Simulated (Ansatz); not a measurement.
A plane-wave DFT run in Ansatz 0.2.0 (scalar-relativistic PAW potentials unless the input names others): input and command.

```yaml
crystal:
  lattice:
    - [0.0, 3.228995316, 0.0]
    - [1.614497658, 1.614497658, -3.933413912]
    - [-4.843492974, 1.614497658, -3.933413912]
  atoms:
    - { symbol: Si, position: [0.3345744057, 0.9981383914, 0.3327127971] }
    - { symbol: Si, position: [0.3345744057, 0.4981383914, 0.8327127971] }
    - { symbol: Si, position: [0.6654255943, 0.5018616086, 0.1672872029] }
    - { symbol: Si, position: [0.6654255943, 0.0018616086, 0.6672872029] }
    - { symbol: W, position: [0.0, 0.5, 0.5] }
    - { symbol: W, position: [0.0, 1.0, 1.0] }
basis:
  ecutwfc: 420
kpoints:
  mp_grid: { grid: [16, 16, 16] }
hamiltonian:
  xc: pbe
scf:
  occupations: { method: tetrahedron_uncorrected }
output:
  forces: true
  eigenvalues: true
  stress: true
```

```bash
ansatz run input.yaml --threads 2 --pin off --max-ram 5120MiB --backend cpu --events-out ev --progress --plain --runs-dir out
```

Abridged log:
```
Basis set: ecut = 420 eV, 1591 PW (Γ), exchange–correlation on 48×64×90 points (8 copies of the dense FFT grid, shifted against one another)
Bands: 28, of which v1, the nominal top of the filled ones, is band 22 counted from 1 (21 counted from 0)
Symmetry: 8 space group operations
k-points: 1098 of 4096
SCF iter   1: F=—  HF=-23314.914868 eV  |F-HF|=—  |Δ(HF+E_count)|=         —  Δρ=3.33e-3  dr2=3.58e-3  ethr=1.77e-3  ⟨swp⟩=7.1  Hψ=159827  notcnv=0  defer=1
SCF iter   2: F=—  HF=-23314.915305 eV  |F-HF|=—  |Δ(HF+E_count)|=   4.38e-4  Δρ=1.91e-3  dr2=1.37e-3  ethr=8.14e-6  ⟨swp⟩=2.4  Hψ=65919  notcnv=0  defer=1636
SCF iter   3: F=—  HF=-23314.915622 eV  |F-HF|=—  |Δ(HF+E_count)|=   3.16e-4  Δρ=2.78e-4  dr2=8.37e-5  ethr=3.12e-6  ⟨swp⟩=2.1  Hψ=45178  notcnv=0  defer=1639
SCF iter   4: F=—  HF=-23314.915600 eV  |F-HF|=—  |Δ(HF+E_count)|=   2.13e-5  Δρ=9.79e-5  dr2=6.05e-6  ethr=1.90e-7  ⟨swp⟩=2.1  Hψ=47622  notcnv=0  defer=1639
SCF iter   5: F=—  HF=-23314.915600 eV  |F-HF|=—  |Δ(HF+E_count)|=   5.75e-9  Δρ=1.88e-5  dr2=5.27e-7  ethr=1.38e-8  ⟨swp⟩=2.4  Hψ=50002  notcnv=0  defer=1639
SCF iter   6: F=-23314.915600 eV  HF=-23314.915600 eV  |F-HF|=2.03e-8  |Δ(HF+E_count)|=   8.25e-8  Δρ=4.40e-6  dr2=2.79e-8  ethr=2.27e-10  ⟨swp⟩=6.0  Hψ=116092  notcnv=0
SCF 1 converged in 6 iterations: F = -23314.915600 eV  dr2 = 2.79e-8
SCF converged after 6 iterations
Free energy (F): -23314.915600 eV
Harris-Foulkes:  -23314.915600 eV  (|F-HF|=2.03e-8)
Internal energy: -23314.915600 eV  (E = F + TS)
E sigma→0 (E₀):  -23314.915600 eV
Entropy (-TS):   -0.000001 eV ( 0.000 meV/atom)
Fermi energy:    16.474815 eV
--- Forces (eV/Å), atoms counted from 1 ---
  atom   1  Si    -0.00002436     0.00000000     0.00628784
  atom   2  Si    -0.00002436     0.00000000     0.00628784
  atom   3  Si     0.00002436     0.00000000    -0.00628784
  atom   4  Si     0.00002436     0.00000000    -0.00628784
  atom   5  W      0.00000000     0.00000000     0.00000000
  atom   6  W      0.00000000     0.00000000     0.00000000
--- Stress (GPa, compression-positive) ---
        0.033318       0.000000      -0.000564
        0.000000       0.088797       0.000000
       -0.000564       0.000000       0.007048
  P = ⅓ Tr σ = 0.0431 GPa (0.431 kbar)
```

Apart from outputs and empty bands, the input differs from a reference run on usual settings in scf.occupations.width: 0.15 → not typed; scf.occupations.method: "gaussian" → "tetrahedron_uncorrected". The reference, at the same geometry, gave pressure 0.03 GPa, largest force 0.006 eV/Å, no gap on the mesh. This run converged in 6 SCF iterations (reference: 6) with an energy at zero smearing 1.08 meV/atom above the reference's, pressure 0.04 GPa, largest force 0.006 eV/Å, no gap on the mesh.

The run took 2.2 min on 2 threads of Intel(R) Xeon(R) Processor @ 2.50GHz (Skylake/Cascade Lake) (shared host), peak memory 1.8 GiB.